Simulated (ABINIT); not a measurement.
# CdS (Hawleyite) (F-43m) in ABINIT: notebook, part 2 of 2

ABINIT 10.8.3 (patched build).

**5. Equation of state, PBE**

The input, run.abi:

```
ndtset 7
getwfk -1
scalecart1 3*0.9795861087
scalecart2 3*0.9864848297
scalecart3 3*0.9932883884
scalecart4 3*1.0000000000
scalecart5 3*1.0066227096
scalecart6 3*1.0131594038
scalecart7 3*1.0196128224

pp_dirpath "./"
pseudos "Cd.upf, S.upf"

acell 7.7942771716 7.7942771716 7.7942771716
rprim
     0.0000000000     0.7071067812     0.7071067812
     0.7071067812     0.0000000000     0.7071067812
     0.7071067812     0.7071067812     0.0000000000
ntypat 2
znucl 48 16
natom 2
typat 1 2
xred
     0.0000000000     0.0000000000     0.0000000000
     0.7500000000     0.7500000000     0.7500000000

ecut 60.0

kptopt 1
ngkpt 6 6 6
nshiftk 1
shiftk 0.0 0.0 0.0

ixc 11

nband 17
occopt 3
tsmear 0.00183747

nstep 100
tolvrs 1.0e-10

iomode 3
prtwf 1
prtden 0
prteig 0
prtebands 0
enunit 1
```

Potentials or basis: PseudoDojo NC SR PBE v0.5 stringent.

Run with:

```bash
$ abinit run.abi > log 2>&1
```

run.abo:

```text
.Version 10.8.3 of ABINIT
 DATASET    1 : space group F-4 3 m (#216); Bravais cF (face-center cubic)
================================================================================
 Values of the parameters that define the memory need for DATASET  1.
     intxc =       0    ionmov =       0      iscf =       7    lmnmax =       6
     lnmax =       6     mgfft =      54  mpssoang =       3    mqgrid =    3001
     natom =       2  nloc_mem =       1    nspden =       1   nspinor =       1
    nsppol =       1      nsym =      24    n1xccc =    2501    ntypat =       2
    occopt =       3   xclevel =       2
       mpw =        7010          nfft =      157464          nkpt =          16
================================================================================
================================================================================
[... 61 lines left out ...]
 DATASET    7 : space group F-4 3 m (#216); Bravais cF (face-center cubic)
================================================================================
 Values of the parameters that define the memory need for DATASET  7.
     intxc =       0    ionmov =       0      iscf =       7    lmnmax =       6
     lnmax =       6     mgfft =      60  mpssoang =       3    mqgrid =    3001
     natom =       2  nloc_mem =       1    nspden =       1   nspinor =       1
    nsppol =       1      nsym =      24    n1xccc =    2501    ntypat =       2
    occopt =       3   xclevel =       2
       mpw =        7902          nfft =      216000          nkpt =          16
================================================================================
================================================================================

--------------------------------------------------------------------------------
------------- Echo of variables that govern the present computation ------------
--------------------------------------------------------------------------------
 -outvars: echo values of preprocessed input variables --------
            acell      7.7942771716E+00  7.7942771716E+00  7.7942771716E+00 Bohr
              amu      1.12411000E+02  3.20660000E+01
             ecut      6.00000000E+01 Hartree
           enunit           1
           getwfk          -1
              ixc          11
           jdtset        1    2    3    4    5    6    7
[... 591 lines left out ...]
  Note that boxcut > 2.2 ; recall that boxcut=Gcut(box)/Gcut(sphere) = 2
  is sufficient for exact treatment of convolution.
  Such a large boxcut is a waste : you could raise ecut
  e.g. ecut=   73.107270 Hartrees makes boxcut=2

--------------------------------------------------------------------------------

-inwffil : will read wavefunctions from disk file runo_DS3_WFK.nc

================================================================================
[... 572 lines left out ...]
-Cartesian components of stress tensor (GPa)         [Pressure= -5.8596E-01 GPa]
- sigma(1 1)=  5.85962669E-01  sigma(3 2)=  0.00000000E+00
- sigma(2 2)=  5.85962669E-01  sigma(3 1)=  0.00000000E+00
- sigma(3 3)=  5.85962669E-01  sigma(2 1)=  0.00000000E+00

== END DATASET(S) ==============================================================
================================================================================

 -outvars: echo values of variables after computation  --------
            acell      7.7942771716E+00  7.7942771716E+00  7.7942771716E+00 Bohr
           etotal1    -1.8621430233E+02
           etotal2    -1.8621582441E+02
           etotal3    -1.8621697214E+02
           etotal4    -1.8621778428E+02
           etotal5    -1.8621829373E+02
           etotal6    -1.8621853228E+02
           etotal7    -1.8621852615E+02
            fcart1    -2.4742263372E-29 -2.5131905315E-29  7.5006074002E-29
                       2.4742263372E-29  2.5131905315E-29 -7.5006074002E-29
            fcart2    -1.7203384526E-48  1.9345854245E-31  1.7203384526E-48
                       1.7203384526E-48 -1.9345854245E-31 -1.7203384526E-48
            fcart3     3.0741350775E-30  3.0741350775E-30 -9.2224052324E-30
                      -3.0741350775E-30 -3.0741350775E-30  9.2224052324E-30
            fcart4     1.7175952557E-30  1.7175952557E-30 -5.1527857671E-30
                      -1.7175952557E-30 -1.7175952557E-30  5.1527857671E-30
            fcart5    -3.7917665771E-31  3.7917665771E-31 -3.7917665771E-31
                       3.7917665771E-31 -3.7917665771E-31  3.7917665771E-31
[... 38 lines left out ...]
                       0.0000000000E+00  0.0000000000E+00  0.0000000000E+00
           xangst1     0.0000000000E+00  0.0000000000E+00  0.0000000000E+00
                       4.2854443262E+00  4.2854443262E+00  4.2854443262E+00
           xangst2     0.0000000000E+00  0.0000000000E+00  0.0000000000E+00
                       4.3156245059E+00  4.3156245059E+00  4.3156245059E+00
           xangst3     0.0000000000E+00  0.0000000000E+00  0.0000000000E+00
                       4.3453883743E+00  4.3453883743E+00  4.3453883743E+00
           xangst4     0.0000000000E+00  0.0000000000E+00  0.0000000000E+00
                       4.3747499971E+00  4.3747499971E+00  4.3747499971E+00
           xangst5     0.0000000000E+00  0.0000000000E+00  0.0000000000E+00
                       4.4037226959E+00  4.4037226959E+00  4.4037226959E+00
           xangst6     0.0000000000E+00  0.0000000000E+00  0.0000000000E+00
                       4.4323190989E+00  4.4323190989E+00  4.4323190989E+00
           xangst7     0.0000000000E+00  0.0000000000E+00  0.0000000000E+00
                       4.4605511919E+00  4.4605511919E+00  4.4605511919E+00
             xred      0.0000000000E+00  0.0000000000E+00  0.0000000000E+00
                       7.5000000000E-01  7.5000000000E-01  7.5000000000E-01
 Calculation completed.
```

Run time: 8.4 min. Hardware: 1 thread of Arm Neoverse V1, shared host; peak memory 0.19 GiB.

Results:

```
Equilibrium volume                      : 26.03 Å³/atom
Bulk modulus                            : 54 GPa
Pressure derivative of the bulk modulus : 4.5
```

Energy against volume, from the lowest point:
```
volume (Å³/atom)  energy (meV/atom)
          23.319              57.55
          23.815              36.84
          24.312              21.23
          24.808              10.18
          25.304               3.25
          25.800               0.00
          26.296               0.08
```

Caveat: pressures at fixed basis lie under the slope of the energies. PBE usually gives volumes a little too large and moduli too small.

**6. The runs side by side**

```tsv
potentials or basis	cutoff (eV)	V0 of scaled cells (Å³/atom)	B0 (GPa)
PseudoDojo NC SR PBE v0.4.1 standard	1442	26.04	54
PseudoDojo NC SR PBE v0.4 stringent	1633	26.03	54
PseudoDojo NC SR PBE v0.5 standard	1388	26.04	53
PseudoDojo NC SR PBE v0.5 stringent	1633	26.03	54
```

Alike in all rows: task equation of state; level PBE; no spin polarisation; cell as given; k mesh 6 × 6 × 6; smearing fermi-dirac 0.05 eV.

Caveats: pressures at fixed basis lie under the slope of the energies.

Total energies depend on the potentials used, so only differences within one code and one set of settings carry meaning.
